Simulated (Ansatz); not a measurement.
# BN: the cost of one run

Program: Ansatz 0.2.0. Level of theory: DFT LDA, scalar-relativistic, plane waves, PAW. These are calculated values, not measurements.

17 further runs of the same task are left out: 17 set aside as unsound or not needed.

## (1) The starting structure

Symmetry: P6_3/mmc, No. 194, hexagonal system. Conventional cell: a = 2.488 Å, b = 2.488 Å, c = 6.495 Å, α = 90.00°, β = 90.00°, γ = 120.00°. Around B (site symmetry -6m2) lie 3 N at 1.44 Å. Around N (site symmetry -6m2) lie 3 B at 1.44 Å.

Structure file:

```cif
data_structure
_symmetry_space_group_name_H-M 'P 1'
_symmetry_Int_Tables_number 1
_cell_length_a 2.4884
_cell_length_b 2.4884
_cell_length_c 6.4953
_cell_angle_alpha 90.000
_cell_angle_beta 90.000
_cell_angle_gamma 120.000
_cell_volume 34.83
loop_
_atom_site_label
_atom_site_type_symbol
_atom_site_fract_x
_atom_site_fract_y
_atom_site_fract_z
_atom_site_occupancy
B1 B 0.33333 0.66667 0.25000 1
B2 B 0.66667 0.33333 0.75000 1
N1 N 0.33333 0.66667 0.75000 1
N2 N 0.66667 0.33333 0.25000 1
```

This cell was relaxed beforehand with the same method: volume 8.71 Å³/atom, gap on the mesh 4.07 eV.

## (2) Plan of the scan

The energy is mapped over two homogeneous strains (x along [1 0 0], y along [1 2 0], z along [0 0 1] of the conventional cell).

- normal strain along x: 7 values from −11.0 to 11.0 %
- normal strain along z: 7 values from −11.0 to 11.0 %

Relaxed at each point: the atoms inside the fixed cell. Energies count from the relaxed crystal. Points are written as (first, second).

## (3) The run at (11.0 %, −11.0 %)

input.yaml

```yaml
crystal:
  lattice:
    - [2.7620704039, 0.0, 0.0]
    - [-1.3810352019, 2.1549757989, 0.0]
    - [0.0, 0.0, 5.7807916289]
  atoms:
    - { symbol: B, position: [0.3333333333, 0.6666666667, 0.25] }
    - { symbol: B, position: [0.6666666667, 0.3333333333, 0.75] }
    - { symbol: "N", position: [0.3333333333, 0.6666666667, 0.75] }
    - { symbol: "N", position: [0.6666666667, 0.3333333333, 0.25] }
basis:
  ecutwfc: 520.0
kpoints:
  mp_grid: { grid: [12, 12, 4] }
hamiltonian:
  xc: lda
  pseudopotentials: { kind: paw, azcp: { folder: soft_1 } }
scf:
  occupations: { method: gaussian, width: 0.05 }
output:
  forces: true
  stress: true
  eigenvalues: true
relax:
  adjacent_minimum: "off"
  f_tol: 0.01
  max_steps: 30
```

Launch:

```
> ansatz run input.yaml --threads 1 --pin off --max-ram 2048MiB --backend cpu --events-out ev --progress --plain --runs-dir out
```

**Question.** How long does this run take on 1 thread of Intel Xeon 6975P-C (Granite Rapids), shared host, and how much memory does it need?

About 9.8 s, with a peak of 0.41 GiB.
